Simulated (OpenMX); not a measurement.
Crystal: Pd.

```
Pd
1.0
     0.00000    1.94650    1.94650
     1.94650    0.00000    1.94650
     1.94650    1.94650    0.00000
Pd
1
Direct
  0.00000 0.00000 0.00000
```

Base run:

```yaml
Program: OpenMX 3.8.5
Functional: PBE
Potentials_or_basis: OpenMX 2013 PBE set, Pd7.0-s3p2d1, grid cutoff 400 Ry
k_mesh: 9 × 9 × 9
Occupations: fermi-dirac, width 0.05 eV
Spin: no spin polarisation
```

Its results: pressure 8.2 GPa.

Problem. The run is repeated on the same cell with these changes: potentials or basis from OpenMX 2013 PBE set, Pd7.0-s3p2d1, grid cutoff 400 Ry to OpenMX 2013 PBE set, Pd7.0-s3p2d2, grid cutoff 400 Ry. What comes out?

Solution. Pressure 11.8 GPa.

Caveats: the basis of atomic orbitals isn't converged, which shifts pressures, moduli and gaps.
